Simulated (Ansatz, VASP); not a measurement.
**SrO: VASP beside Ansatz**

The input INCAR:

```
PREC = Accurate ; ENCUT = 520
EDIFF = 1E-6 ; ISMEAR = 0
SIGMA = 0.02 ; LREAL = False
LASPH = True ; NELM = 100
ALGO = Normal ; ISIF = 2
LWAVE = False ; LCHARG = False
GGA = PS ; NBANDS = 24
```

File KPOINTS:

```
Automatic mesh
0
Gamma
  9 9 6
```

The input POSCAR:

```
SrO
1.0
    4.4296395791      0.0000000000      0.0000000000
   -2.2148197896      3.8361804051      0.0000000000
    0.0000000000      0.0000000000      5.2641718205
Sr O
2 2
Direct
    0.3333333300      0.6666666700      0.9575241034
    0.6666666700      0.3333333300      0.4575241034
    0.3333333300      0.6666666700      0.4174758966
    0.6666666700      0.3333333300      0.9174758966
```

Input for Ansatz:

```yaml
crystal:
  lattice:
    - [4.4296395791, 0.0, 0.0]
    - [-2.2148197896, 3.8361804051, 0.0]
    - [0.0, 0.0, 5.2641718205]
  atoms:
    - { symbol: Sr, position: [0.33333333, 0.66666667, 0.9575241034] }
    - { symbol: Sr, position: [0.66666667, 0.33333333, 0.4575241034] }
    - { symbol: O, position: [0.33333333, 0.66666667, 0.4174758966] }
    - { symbol: O, position: [0.66666667, 0.33333333, 0.9174758966] }
basis:
  ecutwfc: 420
kpoints:
  mp_grid: { grid: [9, 9, 6] }
hamiltonian:
  xc: pbesol
scf:
  occupations: { method: gaussian, width: 0.02 }
output:
  forces: true
  stress: true
  eigenvalues: true
  populations: true
```

Alike in both runs: task single point; functional PBEsol; k mesh 9 × 9 × 6; occupations gaussian, width 0.02 eV; no spin polarisation.

|  | VASP | Ansatz |
| --- | --- | --- |
| version | VASP 6.6.1 | Ansatz 0.2.0 |
| potentials or method | VASP PAW PBE potentials, release 64 (Sr_sv, O) | scalar-relativistic, plane waves, PAW |
| plane-wave cutoff (eV) | 520 | 420 |
| valence electrons in the cell | 32 | 32 |

```tsv
	VASP	Ansatz	Ansatz less VASP
gap on the k mesh at the Fermi level (eV)	2.27	2.29	+0.016
least direct gap on the mesh (eV)	2.27	2.29	+0.016
pressure (GPa)	-5.6	-6.0	-0.35
largest component of the traceless stress (GPa)	2.07	1.89	-0.179
rms of the force components (eV/Å)	0.216	0.197	-0.0185
```

Atom by atom the forces differ by 0.019 eV/Å (rms over components).

Caveats: the PAW data sets were made with another functional, which shifts forces and pressure a little (VASP); an odd mesh through Γ misses points on the zone boundary, where band edges often lie.
